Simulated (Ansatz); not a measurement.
KBr:

```
Br K
1.0
     0.00000    3.30000    3.30000
     3.30000    0.00000    3.30000
     3.30000    3.30000    0.00000
Br K
1 1
Direct
  0.50000 0.50000 0.50000
  0.00000 0.00000 0.00000
```

Program: Ansatz 0.2.0. Alike in all runs: potentials or basis Ansatz PAW; cell as given; cutoff (eV) 420. Hardware: 2 threads of Arm Neoverse V1, with other jobs on the host.

Problem. Order these runs on this cell by their wall time, lowest first.
A. task band structure; level LDA; spin off; k mesh 7 × 7 × 7; smearing fermi-dirac 0.05 eV; points for each segment of the path 14
B. task single point; level PBE; spin off; k mesh 7 × 7 × 7; smearing gaussian 0.028 eV
C. task band structure; level LDA; spin SOC, no magnetisation; k mesh 5 × 5 × 5; smearing fermi-dirac 0.05 eV; points for each segment of the path 14

Solution. B (0.92 s), A (3.1 s), C (14 s).
